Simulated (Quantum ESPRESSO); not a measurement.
Crystal: Pd.

```
CELL_PARAMETERS angstrom
0.00000 1.94650 1.94650
1.94650 0.00000 1.94650
1.94650 1.94650 0.00000
ATOMIC_POSITIONS crystal
Pd 0.00000 0.00000 0.00000
```

Base run:

```yaml
Program: Quantum ESPRESSO 7.5
Functional: AM05
Potentials_or_basis: SG15 PBE 1.2
Cutoff: 952 eV
Density_cutoff: 3810 eV
k_mesh: 12 × 12 × 12
Occupations: fermi-dirac, width 0.05 eV
Spin: no spin polarisation
```

Its results: band gap on the k mesh none (metal or under the smearing width); pressure -4.0 GPa.

Question: After a change of settings the same cell gave: band gap on the k mesh none (metal or under the smearing width); pressure -9.2 GPa. Which change was it?
A. functional from AM05 to PBEsol
B. functional from AM05 to r2SCAN; k mesh from 12 × 12 × 12 to 9 × 9 × 9
C. functional from AM05 to LDA
D. functional from AM05 to WC

Answer: C.

LDA binds more tightly than AM05, so the same cell stands under less pressure.

Caveats: the potentials were made for another functional, which shifts forces and pressure.

Runs at the PBE level aren't shown here.
